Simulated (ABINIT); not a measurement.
Crystal: BN.

```
N B
1.0
     2.49824    0.00000    0.00000
    -1.24912    2.16354    0.00000
     0.00000    0.00000    6.63570
N B
2 2
Direct
  0.66667 0.33333 0.25000
  0.33333 0.66667 0.75000
  0.66667 0.33333 0.75000
  0.33333 0.66667 0.25000
```

Program: ABINIT 10.8.3 (patched build). Alike in all runs: no spin polarisation; cell as given. Hardware: 1 thread of Arm Neoverse V1, on a shared host.

Question: Order these runs on this cell by their wall time, lowest first.
A. task dielectric tensor; level LDA; potentials or basis PseudoDojo NC SR LDA v0.4.1 standard; k mesh 8 × 8 × 2, shifted; cutoff (eV) 952; smearing fixed; stop of the response cycle (tolvrs) 1e-08; acoustic sum rule (asr) 1; mesh quality coarse
B. task single point; level LDA; potentials or basis PseudoDojo NC SR LDA v0.4.1 standard; k mesh 9 × 9 × 3; cutoff (eV) 952; smearing fermi-dirac 0.05 eV; mesh quality not flagged
C. task dielectric tensor; level PBE; potentials or basis PseudoDojo NC SR PBE v0.4.1 standard; k mesh 10 × 10 × 4, shifted; cutoff (eV) 1143; smearing fixed; stop of the response cycle (tolvrs) 1e-08; acoustic sum rule (asr) 1; mesh quality not flagged

Answer: B (19 s), A (180 s), C (730 s).

Caveats: some runs use coarse meshes; the cell is more than 3 GPa from zero pressure, which shifts response properties (some runs).

Not every run made on this cell is shown here.
